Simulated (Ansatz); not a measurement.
**In₃Sb: how the energy converges with the cutoff**

In₃Sb, Pm-3m, a = 4.837 Å. The structure is a Materials Project entry; whether it is the stable form wasn't checked. Ansatz: PBEsol, PAW, cutoff varied, Γ-centred 10×10×10 mesh on 4 atoms, Gaussian smearing 0.10 eV; no spin polarisation. Single points at one geometry, the cutoff alone changed; ΔE is the energy at zero smearing over the run at 850 eV (runs within 0.3 meV/atom of it are left out). The runs up to 380 eV lie under the cutoff recommended for these PAW datasets.

```
cutoff (eV)  ΔE (meV/atom)
        150              ?
        200        8475.65
        250         964.86
        300          72.61
        350           3.55
        380           1.94
        420           1.29
        460           0.57
```

Assume ΔE falls exponentially with the cutoff, fit y = ln ΔE against x, the cutoff in eV, to the other rows, and predict the missing value.

y = 9.045, 6.872, 4.285, 1.267, 0.663, 0.255, -0.562. Means x = 337.1, y = 3.1179; Σ(Δx)² = 51743, ΣΔxΔy = -2002; the slope is their ratio. y = 16.16 − 0.03869 x, a factor of ten per 60 eV. At 150 eV this gives ΔE = 31460.88 meV/atom. The run gave 60620.59, a ratio of 0.52. Between neighbouring rows the decay runs from a factor of ten per 38 eV to one per 226 eV, so one exponential is only a rough guide.

Cost: 12 runs of about 2.6 core-minutes in all, on Intel Xeon Processor @ 2.70GHz (shared hosts).